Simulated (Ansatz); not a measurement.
**What spin–orbit coupling does to the bands of Fe**

```yaml
crystal:
  lattice:
    - [2.43416, 0.00000, 0.00000]
    - [-1.21708, 2.10804, 0.00000]
    - [0.00000, 0.00000, 3.84193]
  atoms:
    - { symbol: Fe, position: [0.33333, 0.66667, 0.25000] }
    - { symbol: Fe, position: [0.66667, 0.33333, 0.75000] }
```

Atoms are numbered in the order listed.

Structure from Materials Project entry mp-136 (possibly hypothetical), not relaxed further.

Spin polarisation is left out, and whether a magnetic state lies lower isn't shown here.

Levels of theory: DFT, PBE, all-electron LAPW, scalar-relativistic (Ansatz 0.2.0); DFT, PBE, all-electron LAPW, Dirac equation with spin-orbit coupling (Ansatz 0.2.0).

Numerical set-up: a Γ-centred 17×17×10 k mesh, Fermi–Dirac smearing of 0.08 eV, basis error target 0.25 meV/atom, no spin polarisation.

Levels between -4 and 3 eV, each run counted from its own valence-band top where it has a gap, else its Fermi level. Scalar levels are listed once for both spins; with the coupling every spinor state is counted. Levels near the edges of the range can cross them.

(1) At Γ (0.000, 0.000, 0.000) the scalar-relativistic levels are -1.75 (×2), -1.60, -1.25 (×2), -0.90 (×2), 0.47, 0.76 (×2). What are they with spin–orbit coupling?

(2) At L (0.500, 0.000, 0.500) the scalar-relativistic levels are -3.33 (×2), -0.69 (×2), 0.08 (×2), 1.02 (×2), 2.51 (×2). What are they with spin–orbit coupling?

Answers

(1) -1.81 (×2), -1.70 (×2), -1.61 (×2), -1.32 (×2), -1.19 (×2), -0.92 (×2), -0.86 (×2), 0.46 (×2), 0.72 (×2), 0.79 (×2).

(2) -3.33 (×4), -0.69 (×4), 0.08 (×4), 1.02 (×4), 2.51 (×4).
